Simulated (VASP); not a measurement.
TePb, 2 atoms in the cell. Symmetry: Fm-3m, No. 225, cubic system. The conventional cell has a = 6.569 Å, b = 6.569 Å, c = 6.569 Å, α = 90.00°, β = 90.00°, γ = 90.00°. Around Pb (site symmetry m-3m) lie 6 Te at 3.28 Å. Around Te (site symmetry m-3m) lie 6 Pb at 3.28 Å. The cell was built by a generator and needn't be a form met in nature.

| Item | Value |
| --- | --- |
| Program | VASP 6.6.1 |
| Task | single point |
| Functional | PBE |
| Potentials or basis | VASP PAW PBE potentials, release 64 (Pb_d, Te) |
| Cutoff | 520 eV |
| k mesh | 10 × 10 × 10 |
| Occupations | gaussian, width 0.01 eV |
| Spin | no spin polarisation |
| Dipole correction | no |
| Further INCAR settings | ALGO = Fast; EDIFF = 1e-06; NBANDS = 17 |

Potentials or basis: VASP PAW PBE potentials, release 64 (Pb_d, Te).

Launch:

```console
$ cat potpaw_PBE.64/Pb_d/POTCAR potpaw_PBE.64/Te/POTCAR > POTCAR
$ mpirun -np 1 vasp_std > vasp.out
```

Hardware: 1 thread of Intel(R) Xeon(R) 6975P-C (Granite Rapids) (shared host).

**Question.** How long does it take, and how much memory?

**Answer.** Wall time 28 s on 1 thread of Intel(R) Xeon(R) 6975P-C (Granite Rapids), on a shared host, peak memory 0.23 GiB. Counts: scf iterations 14, k points 47.
